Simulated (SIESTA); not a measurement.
## YN under changes of volume

One of the cells (14.500 Å³/atom); the others are scaled copies at fixed shape and fractional positions:

```xyz
2
Lattice="0.0000 2.4385 2.4385 2.4385 0.0000 2.4385 2.4385 2.4385 0.0000" Properties=species:S:1:pos:R:3 pbc="T T T"
Y     0.0000    0.0000    0.0000
N     2.4385    2.4385    2.4385
```

```yaml
Program: SIESTA 5.4.2
Functional: PBEsol
Potentials_or_basis: PseudoDojo 0.4 standard (PBEsol files)
Basis: DZP (energy shift 0.003 Ry; two zetas on semicore shells)
Grid_cutoff: 800 Ry
Energy_shift: 0.003 Ry
k_mesh: 9 × 9 × 9
Occupations: fermi-dirac, width 0.05 eV
Spin: no spin polarisation
```

```csv
volume (Å³/atom),energy over the lowest point (meV/atom),pressure (GPa)
13.630,?,?
13.920,11.41,7.0
14.210,2.29,3.1
14.500,0.00,-0.4
14.790,3.63,-3.6
15.080,12.74,-6.4
15.370,26.73,-9.0
```

Problem. What does the run at 13.630 Å³/atom give?

Solution. Energy over the lowest point 27.76 meV/atom; pressure 11.2 GPa.

Worked out: A Birch-Murnaghan fit of order 3 (a polynomial in V^(-2/3)) to the other rows has its minimum at 14.46 Å³/atom with B0 = V·E''(V) = 169 GPa and B' = 4.4. It gives 27.98 meV/atom at 13.630 Å³/atom, against the run's 27.76, and -dE/dV = 11.4 GPa, against 11.2.

Energies are extrapolated to zero smearing.

Caveats: the basis of atomic orbitals isn't converged, which shifts pressures, moduli and gaps.
